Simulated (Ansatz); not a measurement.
# Mo in Ansatz: reference runs

Reference runs on Mo: the cell as given.

Everything below comes from runs of Ansatz 0.2.0. Logs are shortened: lines on timing, memory, paths and dates and some standing lists are left out, and cuts for length are marked.

## Step 1: The cell of the first run

The cell holds a slab with vacuum, 8 atoms: a = 2.850 Å, b = 4.030 Å, c = 24.974 Å, α = 90.00°, β = 90.00°, γ = 90.00°.

## Step 2: Single point, PBE (the (1 1 0) slab of Mo, cut from the database cell, not relaxed)

The input, input.yaml:

```yaml
crystal:
  lattice:
    - [2.8496403282, 0.0, 0.0]
    - [0.0, 4.03, 0.0]
    - [0.0, 0.0, 24.9737411486]
  atoms:
    - { symbol: Mo, position: [0.5, 0.5, 0.3003154375] }
    - { symbol: Mo, position: [0.0, 0.0, 0.3573681697] }
    - { symbol: Mo, position: [0.5, 0.5, 0.4144209018] }
    - { symbol: Mo, position: [0.0, 0.0, 0.4714736339] }
    - { symbol: Mo, position: [0.5, 0.5, 0.5285263661] }
    - { symbol: Mo, position: [0.0, 0.0, 0.5855790982] }
    - { symbol: Mo, position: [0.5, 0.5, 0.6426318303] }
    - { symbol: Mo, position: [0.0, 0.0, 0.6996845625] }
hamiltonian:
  xc: pbe
  pseudopotentials: { kind: paw }
kpoints:
  mp_grid: { grid: [9, 7, 1] }
scf:
  occupations: { method: fermi_dirac, width: 0.05 }
output:
  forces: true
  eigenvalues: true
efield:
  axis: 3
  dipole_correction: true
  ramp_width: 0.04
```

Potentials or basis: Ansatz PAW.

Launch:

```sh
$ ansatz run input.yaml --threads 4 --pin off --max-ram 11264MiB --backend cpu --events-out ev --progress --plain --runs-dir out
```

The program printed:

```text
Warning: RAYON_NUM_THREADS=4 ignored (pool sized by the plan → 4); use --threads N
Engine: ansatz 0.2.0, aarch64-unknown-linux-gnu
Pseudopotentials: kind: paw
Pseudopotential: Mo, paw, valence charge 14, recommended cutoff 420 eV (normal), Mo.paw.azcp
Functional definition: PBE
  parameter kappa = 0.804
  parameter beta = 0.06672455060314922
  exchange = pbe_x(kappa = kappa, mu = beta*pi^2/3)
  correlation = pbe_c(beta = beta)
Crystal: 8 atoms, lattice volume = 286.800 Å³
Basis set: ecut = 420 eV, 5599 PW (Γ), exchange–correlation on 40×54×360 points (8 copies of the dense FFT grid, shifted against one another)
Bands: 68, of which v1, the nominal top of the filled ones, is band 56 counted from 1 (55 counted from 0)
Symmetry: 4 space group operations
k-points: 20 of 63
Non-local potential: Mo, projectors of the file, l = 0: 3, l = 1: 2, l = 2: 2, l = 3: 1
PAW form: soft (Blöchl's): semilocal exchange-correlation on the pseudo side does not see the compensation charge
PAW one-centre angular grid: Mo, 590 points (default); XC on 64 Gauss nodes
Initial density: superposition of atomic densities (neutral atoms: chi_scale 0, normalization atom), corrected by the library's trained network
Initial wavefunctions: pseudopotential atomic-orbital guess
Functional: x = pbe(κ = 0.804, μ = 0.2195149727645171), c = pbe(β = 0.06672455060314922)
SCF iter   1: F=—  HF=-39640.791106 eV  |F-HF|=—  |Δ(HF+E_count)|=         —  Δρ=4.62e-3  dr2=1.00e-1  ethr=1.77e-3  p=0.000 e·Å  D=8.89e-14 V/Å  ΔV_dip=-0.00 eV  dr2_dipole=6.25e-9  V_vac-E_F(+/−)=3.99/3.99 eV  ⟨swp⟩=8.6  Hψ=6191  notcnv=0
efield: sawtooth ramp at fractional position 0.9800 (placed from the atoms, in the widest stretch of the axis that holds none; the zero of the levels goes with the place), width 0.0400; the density the first Hamiltonian is built on has a dipole p = 0.000 e·Å; the dipole correction subtracts the counter field D = 8.89e-14 V/Å, which shifts the + side's vacuum level by -0.00 eV against the − side's; the planar-averaged density in the ramp window peaks in size at 1.7e-5 e/Å³
preconditioner: auto → LDOS  [metal: Δε(μ)=0.017 eV  Ē_g=3.319 eV  σ=0.050 eV  W_gap=0.09  n_scr=58 (ndim 8)  ℏωp=15.2 eV  f_vac=0.470  D(μ)=11.66/eV (n_scr^D=84)  β→1.0]
SCF iter   2: F=—  HF=-39640.784406 eV  |F-HF|=—  |Δ(HF+E_count)|=   6.70e-3  Δρ=1.80e-3  dr2=1.24e-2  ethr=8.95e-5  p=0.000 e·Å  D=7.10e-6 V/Å  ΔV_dip=-0.00 eV  dr2_dipole=3.96e-7  V_vac-E_F(+/−)=3.92/3.92 eV  ⟨swp⟩=2.6  Hψ=2747  notcnv=0  defer=22
SCF iter   3: F=—  HF=-39640.783590 eV  |F-HF|=—  |Δ(HF+E_count)|=   8.17e-4  Δρ=5.27e-4  dr2=1.04e-3  ethr=1.11e-5  p=-0.000 e·Å  D=-2.25e-6 V/Å  ΔV_dip=0.00 eV  dr2_dipole=7.00e-8  V_vac-E_F(+/−)=3.92/3.92 eV  ⟨swp⟩=2.9  Hψ=2745  notcnv=0  defer=22
SCF iter   4: F=—  HF=-39640.783560 eV  |F-HF|=—  |Δ(HF+E_count)|=   2.97e-5  Δρ=1.82e-4  dr2=1.34e-4  ethr=9.30e-7  p=0.000 e·Å  D=1.59e-6 V/Å  ΔV_dip=-0.00 eV  dr2_dipole=6.49e-9  V_vac-E_F(+/−)=3.92/3.92 eV  ⟨swp⟩=2.3  Hψ=2258  notcnv=0  defer=22
SCF iter   5: F=—  HF=-39640.783595 eV  |F-HF|=—  |Δ(HF+E_count)|=   3.56e-5  Δρ=7.97e-5  dr2=1.91e-5  ethr=1.19e-7  p=0.000 e·Å  D=1.07e-7 V/Å  ΔV_dip=-0.00 eV  dr2_dipole=3.91e-10  V_vac-E_F(+/−)=3.92/3.92 eV  ⟨swp⟩=2.3  Hψ=2319  notcnv=0  defer=22
SCF iter   6: F=—  HF=-39640.783691 eV  |F-HF|=—  |Δ(HF+E_count)|=   9.58e-5  Δρ=2.70e-5  dr2=1.55e-6  ethr=1.71e-8  p=0.000 e·Å  D=8.74e-7 V/Å  ΔV_dip=-0.00 eV  dr2_dipole=2.49e-11  V_vac-E_F(+/−)=3.92/3.92 eV  ⟨swp⟩=2.9  Hψ=2599  notcnv=0  defer=22
SCF iter   7: F=—  HF=-39640.783693 eV  |F-HF|=—  |Δ(HF+E_count)|=   2.21e-6  Δρ=1.07e-5  dr2=4.09e-7  ethr=1.38e-9  p=0.000 e·Å  D=8.85e-8 V/Å  ΔV_dip=-0.00 eV  dr2_dipole=2.65e-10  V_vac-E_F(+/−)=3.92/3.92 eV  ⟨swp⟩=2.3  Hψ=2286  notcnv=0  defer=22
SCF iter   8: F=-39640.783694 eV  HF=-39640.783694 eV  |F-HF|=3.64e-8  |Δ(HF+E_count)|=   3.00e-7  Δρ=3.14e-6  dr2=2.52e-8  ethr=8.93e-11  p=0.000 e·Å  D=2.12e-7 V/Å  ΔV_dip=-0.00 eV  dr2_dipole=2.64e-13  V_vac-E_F(+/−)=3.92/3.92 eV  ⟨swp⟩=8.4  Hψ=6542  notcnv=0
SCF 1 converged in 8 iterations: F = -39640.783694 eV  dr2 = 2.52e-8
SCF converged after 8 iterations
Free energy (F): -39640.783694 eV
Harris-Foulkes:  -39640.783694 eV  (|F-HF|=3.64e-8)
Internal energy: -39640.684928 eV  (E = F + TS)
E sigma→0 (E₀):  -39640.734311 eV
Entropy (-TS):   -0.098766 eV (-12.346 meV/atom)
Fermi energy:    6.915980 eV
Dipole field:    D = -0.000000 V/Å  (p = -0.000001 e·Å, saw-weighted, corrected)
Work function:   Φ+ = 3.9216 eV   Φ− = 3.9216 eV
Levels:          The Fermi level and band energies are counted from a zero that moves with the ramp; work functions are not
--- Per-component energies (eV) ---
  E_band       = -1961.421323
  E_kinetic    = 3507.878415
  E_local      = -128610.020480  (includes V_loc(G=0)·N_el)
  E_nonlocal   = 1148.129828
  E_hartree    = 62480.387454
  E_xc         = -1456.089390
  E_vxc        = -1815.998408  (∫ρ·V_xc dr)
  E_paw        = -25610.535695  (= ΣΔE_a)
  E_vpaw       = -1152.209930  (= ΣTr[D̂ρ^β])
  E_aug_tail   = 0.000316  (compensation charges beyond the density's cutoff)
  E_efield     = 0.000000  (sawtooth field / dipole correction)
  E_vefield    = 0.000000  (∫n·V_field dr)
  E_ewald      = 48899.564625
  E_smearing   = -0.098766  (= −TS)
  E_closure    = 0.000000  (closes the sum)
  Σ components = -39640.783694   (vs F -39640.783694, Δ=0.00e0)
--- Forces (eV/Å), atoms counted from 1 ---
  atom   1  Mo     0.00000000     0.00000000     1.72478918
  atom   2  Mo     0.00000000     0.00000000    -1.01138920
  atom   3  Mo     0.00000000     0.00000000    -0.29059754
  atom   4  Mo     0.00000000     0.00000000    -0.12614428
  atom   5  Mo     0.00000000     0.00000000     0.12614808
  atom   6  Mo     0.00000000     0.00000000     0.29059078
  atom   7  Mo     0.00000000     0.00000000     1.01138804
  atom   8  Mo     0.00000000     0.00000000    -1.72478201
  max |Σ_I F_I| component: 3.07e-6 eV/Å
--- Band table (eV; the first three rows and the last of 20) ---
  k-point 0: bands = ["-53.8876", "-53.8832", "-53.7873", "-53.7537", "-53.6907", "-53.6483", "-53.5953", "-53.5390", "-28.3293", "-28.2632", "-28.1374", "-28.0829", "-28.0817", "-28.0501", "-27.9261", "-27.8932", "-27.8480", "-27.7158", "-27.6994", "-27.6487", "-27.6255", "-27.5925", "-27.5381", "-27.5259", "-27.4737", "-27.3871", "-27.3814", "-27.3223", "-27.3124", "-27.2775", "-27.2409", "-27.2127", "0.5694", "1.4247", "2.3490", "2.5622", "2.9245", "3.0122", "3.5764", "3.7265", "3.7485", "4.1673", "4.5854", "5.0125", "5.1280", "5.1349", "5.6075", "5.6553", "5.6742", "6.0926", "6.2054", "6.3584", "6.4026", "6.4262", "6.6351", "6.7521", "7.2627", "7.3198", "7.4082", "7.5752", "7.6464", "7.9737", "7.9747", "8.1489", "8.2082", "8.6138", "8.6430", "8.8386"]
  k-point 1: bands = ["-53.8790", "-53.8755", "-53.7811", "-53.7522", "-53.6924", "-53.6538", "-53.6016", "-53.5494", "-28.3066", "-28.2767", "-28.2162", "-28.1668", "-28.0911", "-28.0655", "-27.9108", "-27.8298", "-27.7866", "-27.6871", "-27.6559", "-27.6302", "-27.6295", "-27.6101", "-27.5279", "-27.4772", "-27.4703", "-27.4304", "-27.3901", "-27.3333", "-27.2929", "-27.2907", "-27.2733", "-27.2317", "0.8245", "1.6158", "2.5027", "2.5883", "3.0353", "3.1272", "3.3699", "3.6201", "3.7620", "3.8680", "4.5955", "5.0535", "5.5333", "5.5356", "5.6892", "5.8228", "5.8265", "6.1623", "6.2587", "6.3960", "6.4722", "6.5308", "6.5584", "6.6800", "6.8889", "7.1519", "7.3659", "7.4526", "7.5897", "7.7475", "7.9484", "8.4216", "8.4969", "8.6013", "8.6771", "8.8341"]
  k-point 2: bands = ["-53.8578", "-53.8563", "-53.7651", "-53.7490", "-53.6963", "-53.6683", "-53.6158", "-53.5764", "-28.3533", "-28.3056", "-28.2864", "-28.1859", "-28.1525", "-28.0476", "-27.9523", "-27.7876", "-27.6883", "-27.6218", "-27.5962", "-27.5936", "-27.5797", "-27.5679", "-27.5001", "-27.4873", "-27.4614", "-27.4447", "-27.3987", "-27.3649", "-27.3335", "-27.3241", "-27.2990", "-27.2824", "1.5278", "2.1087", "2.5992", "2.8647", "2.9345", "3.1991", "3.3850", "3.4599", "3.5403", "4.2365", "4.9269", "5.2777", "5.4444", "5.5030", "5.7855", "6.0194", "6.3800", "6.4223", "6.4551", "6.4949", "6.4970", "6.6614", "6.7376", "6.7718", "6.7990", "6.9205", "7.0147", "7.1703", "7.7251", "7.7416", "7.9341", "8.1521", "8.2144", "8.4423", "8.7860", "8.8359"]
  k-point 19: bands = ["-53.7694", "-53.7693", "-53.6812", "-53.6807", "-53.6257", "-53.6238", "-53.5532", "-53.5504", "-28.3923", "-28.3731", "-28.3269", "-28.3172", "-28.1930", "-28.1837", "-28.1059", "-28.0874", "-28.0102", "-27.9985", "-27.9108", "-27.8692", "-27.7412", "-27.7189", "-27.7005", "-27.6775", "-27.6005", "-27.5942", "-27.5308", "-27.4994", "-27.4453", "-27.4446", "-27.4131", "-27.3870", "2.7370", "2.8362", "3.4656", "3.5140", "3.7079", "3.7361", "4.2182", "4.2345", "4.4712", "4.5264", "4.7512", "4.7583", "5.2186", "5.2389", "5.6527", "5.6876", "5.8558", "5.8757", "5.9320", "6.0886", "6.2424", "6.3453", "6.7849", "6.9712", "7.0320", "7.0353", "7.8961", "7.9874", "8.2793", "8.3022", "8.4877", "8.5367", "8.9056", "9.0070", "9.7608", "9.7892"]
```

Wall time 11 s (4 threads of Arm Neoverse V1, shared host); peak memory 0.8 GiB.

Results:

* Free energy: -39640.7837 eV
* Largest force: 1.725 eV/Å
* Band gap on the k mesh: none (metal or under the smearing width)
* Work function of the upper face: 3.92 eV
* Work function of the lower face: 3.92 eV
* Dipole across the slab: 0.000 e·Å

Forces in eV/Å, atoms in the order of the input:
```
Mo   0.000  0.000  1.725
Mo   0.000  0.000 -1.011
Mo   0.000  0.000 -0.291
Mo   0.000  0.000 -0.126
Mo   0.000  0.000  0.126
Mo   0.000  0.000  0.291
Mo   0.000  0.000  1.011
Mo   0.000  0.000 -1.725
```
